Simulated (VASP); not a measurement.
Set up this calculation in VASP 6.6.1, as the native input.

* Task: single point
* Functional: PBE
* Potentials or basis: VASP PAW PBE potentials, release 64 (Os)
* Cutoff: 520 eV
* k mesh: 11 × 11 × 6
* Occupations: gaussian, width 0.011 eV
* Spin: no spin polarisation
* Further INCAR settings: ALGO = Normal; EDIFF = 1e-07; NBANDS = 15

The structure of Os lies in POSCAR:

```
Os
1.0
    2.7341000000      0.0000000000      0.0000000000
   -1.3670500000      2.3678000565      0.0000000000
    0.0000000000      0.0000000000      4.3197000000
Os
2
Direct
    0.6666666667      0.3333333333      0.7500000000
    0.3333333333      0.6666666667      0.2500000000
```

The input as run:

INCAR

```
SYSTEM = Os
PREC = Accurate
ENCUT = 520
EDIFF = 1E-7
ISMEAR = 0
SIGMA = 0.011
LREAL = .False.
LASPH = .True.
NELM = 80
ALGO = Normal
ISIF = 2
LWAVE = .False.
LCHARG = .False.
GGA = PE
NBANDS = 15
```

KPOINTS

```
regular mesh
0
Gamma
  11 11 6
  0 0 0
```

Potentials or basis: VASP PAW PBE potentials, release 64 (Os).

Command:

```console
$ cat potpaw_PBE.64/Os/POTCAR > POTCAR
$ mpirun -np 1 vasp_std > vasp.out
```

It gave:

| Property | Result |
| --- | --- |
| Pressure | 8.8 GPa |
| Band gap on the k mesh | none (metal or under the smearing width) |

Wall time 15 s on 1 thread of Intel(R) Xeon(R) Platinum 8488C (Sapphire Rapids), on a shared host, peak memory 0.15 GiB.
